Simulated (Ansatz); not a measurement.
**SrO: a vibration from a frozen displacement**

Level of theory: Ansatz 0.2.0, DFT PBE, scalar-relativistic, plane waves, PAW. Settings: plane waves to 420 eV, k-mesh 8×8×8 (Γ-centred), Gaussian smearing 0.05 eV. No spin polarisation. Energies are free energies at this smearing, counted from the undisturbed cell; pressure is positive in compression.

Reference structure (relaxed at this level):

```
Sr O
1.0
     0.00000    2.59739    2.59739
     2.59739    0.00000    2.59739
     2.59739    2.59739    0.00000
Sr O
1 1
Cartesian
  0.0000 0.0000 0.0000
  2.5974 2.5974 2.5974
```

Every O atom is moved by x along the Cartesian unit vector (0.000, -0.707, -0.707); the cell and all other atoms stay fixed. The cell's volume is 35.05 Å³; the moved atoms weigh 15.999 u together and the others 87.620 u. Some rows repeat others by symmetry and weren't run.

| x (Å) | ΔE (meV/cell) | total force on the moved atoms along the move (eV/Å) | pressure (GPa) |
| --- | --- | --- | --- |
| -0.2000 | 38.08 | 0.4039 | 0.9562 |
| -0.1750 | 28.74 | 0.3441 | 0.7302 |
| -0.1500 | 20.84 | 0.2879 | 0.5365 |
| -0.1250 | 14.32 | 0.2349 | 0.3741 |
| -0.1000 | 9.08 | 0.1846 | 0.2422 |
| -0.0750 | 5.07 | 0.1365 | 0.1407 |
| -0.0500 | 2.24 | 0.0899 | 0.0684 |
| -0.0250 | 0.56 | 0.0447 | 0.0247 |
| 0.0000 | 0.00 | 0.0000 | 0.0108 |
| 0.0250 | 0.56 | -0.0447 | 0.0247 |
| 0.0500 | 2.24 | -0.0899 | 0.0684 |
| 0.0750 | 5.07 | -0.1365 | 0.1407 |
| 0.1000 | 9.08 | -0.1846 | 0.2422 |
| 0.1250 | 14.32 | -0.2349 | 0.3741 |
| 0.1500 | 20.84 | -0.2879 | 0.5365 |
| 0.1750 | 28.74 | -0.3441 | 0.7302 |
| 0.2000 | 38.08 | -0.4039 | 0.9562 |

Q: What frequency belongs to this motion?

A: The force constant is k = −dF/dx = 1.788 eV/Å², from the parabola through x = -0.0250, 0 and 0.0250. In every cell the moved atoms swing against the rest, so the mass is μ = m₁m₂/(m₁ + m₂) = 13.529 u, and ν̃ = 521.5 cm⁻¹ × √(|k|/μ) = 190 cm⁻¹. To first order in x, and within 1 %, the force on every atom lies along the move and, within each of the two groups, in proportion to the atom's mass, so this is itself a mode at the zone centre of this cell, taken without macroscopic field (the transverse frequency in a polar insulator).

Q: How far does the harmonic law reach?

A: At x = -0.200 Å, kx²/2 = 35.75 meV against the computed 38.08 meV (+6.5 %): the well is still close to harmonic there.

Q: The pressure changes with x². What does that say about the frequency under compression?

A: With E = k(V)x²/2, k ∝ V^(−2γ) and x scaling with the cell as V^(1/3), P − P0 = −∂E/∂V = (2γ − 2/3) ΔE/V. At x = 0.0500 Å, V(P − P0) = 35.05 × 0.05763 / 160.2 eV = 12.61 meV and ΔE = 2.24 meV, so γ = 1/3 + V(P − P0)/(2ΔE) = 3.15. This is the Grüneisen parameter of the motion under uniform scaling of the cell: shrinking the cell evenly by 1 % in volume raises the frequency by about 3.15 %.